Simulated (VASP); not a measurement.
Sc: single point with PBE

The system is Sc.

```
Sc
1.0
    -1.91721    1.91721    1.71760
     1.91721   -1.91721    1.71760
     1.91721    1.91721   -1.71760
Sc
1
Cartesian
  0.0000 0.0000 0.0000
```

This isn't the form of Sc at room conditions, which is hcp.

| Item | Value |
| --- | --- |
| Program | VASP 6.6.1 |
| Task | single point |
| Functional | PBE |
| Potentials or basis | VASP PAW PBE potentials, release 64 (Sc_sv) |
| Cutoff | 520 eV |
| k mesh | 10 × 10 × 10 |
| Occupations | fermi-dirac, width 0.05 eV |
| Spin | no spin polarisation |

| Quantity | Value |
| --- | --- |
| Pressure | -0.8 GPa |
| Band gap on the k mesh | none (metal or under the smearing width) |

Stress tensor (GPa, compression positive):
```
-1.12  0.00  0.00
 0.00 -1.12  0.00
 0.00  0.00 -0.05
```

Levels at points of the mesh, in eV from the Fermi level:
```tsv
k point	band 1	band 2	band 3	band 4	band 5	band 6	band 7	band 8	band 9	band 10
(0.00, 0.00, 0.00)	-49.63	-28.07	-28.07	-28.04	-5.18	1.02	1.71	1.71	2.34	3.12
(0.50, 0.00, 0.00)	-49.57	-28.41	-28.19	-28.08	-1.69	0.06	0.63	2.74	3.45	4.02
(0.50, 0.50, 0.00)	-49.58	-28.43	-28.13	-28.05	-1.83	0.06	0.86	2.25	2.87	3.98
(0.50, 0.50, 0.50)	-49.54	-28.34	-28.34	-28.24	-1.27	-1.05	3.73	3.73	3.86	5.23
```

Wall time 14 s on 1 thread of Intel(R) Xeon(R) Platinum 8488C (Sapphire Rapids), on a shared host, peak memory 0.15 GiB.
